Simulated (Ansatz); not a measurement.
# TiS2: the cost of one run

Program: Ansatz 0.2.0. Level of theory: DFT PBEsol, scalar-relativistic. These are calculated values, not measurements.

## (1) The starting structure

Symmetry: P-3m1, No. 164, trigonal system. The conventional cell has a = 3.412 Å, b = 3.412 Å, c = 5.695 Å, α = 90.00°, β = 90.00°, γ = 120.00°. Around Ti (site symmetry -3m) lie 6 S at 2.43 Å. S (site symmetry 3m) has 3 Ti at 2.43 Å as nearest neighbours.

Coordinates:

```
Ti S
1.0
     3.41200    0.00000    0.00000
    -1.70600    2.95488    0.00000
     0.00000    0.00000    5.69500
Ti S
1 2
Direct
  0.00000 0.00000 0.00000
  0.33333 0.66667 0.25000
  0.66667 0.33333 0.75000
```

The cell is a deposited one (Crystallography Open Database entry 1537865); the temperature and pressure of the measurement aren't taken into account, and nothing was relaxed.

Atoms are numbered in the order of the input: Ti1, S2, S3.

## (2) Volume × 0.94, LAPW

File input.yaml:

```yaml
crystal:
  lattice:
    - [3.3423483638, 0.0, 0.0]
    - [-1.6711741819, 2.8945585914, 0.0]
    - [0.0, 0.0, 5.5787428891]
  atoms:
    - { symbol: Ti, position: [0.0, 0.0, 0.0] }
    - { symbol: S, position: [0.3333333333, 0.6666666667, 0.25] }
    - { symbol: S, position: [0.6666666667, 0.3333333333, 0.75] }
kpoints:
  mp_grid: { grid: [14, 14, 7] }
  band_path:
    path:
      - [0.0, 0.0, 0.0]
      - [0.5, 0.0, 0.0]
      - [0.3333333333, 0.3333333333, 0.0]
      - [0.0, 0.0, 0.0]
      - [0.0, 0.0, 0.5]
      - [0.5, 0.0, 0.5]
      - [0.3333333333, 0.3333333333, 0.5]
      - [0.0, 0.0, 0.5]
      - [0.5, 0.0, 0.5]
    npoints: 5
scf:
  occupations: { method: fermi_dirac, width: 0.05 }
hamiltonian:
  xc: pbesol
  pseudopotentials: { kind: all_electron, lapw: { basis_error: 0.001 } }
output:
  forces: true
  stress: true
  eigenvalues: true
```

Launch:

```bash
$ ansatz run input.yaml --threads 1 --pin off --max-ram 6144MiB --backend cpu --events-out ev --progress --plain --runs-dir out
```

Q: Estimate wall time and peak memory on 1 thread of Intel Xeon Platinum 8488C (Sapphire Rapids), shared host.

About 32 s, with a peak of 0.67 GiB.
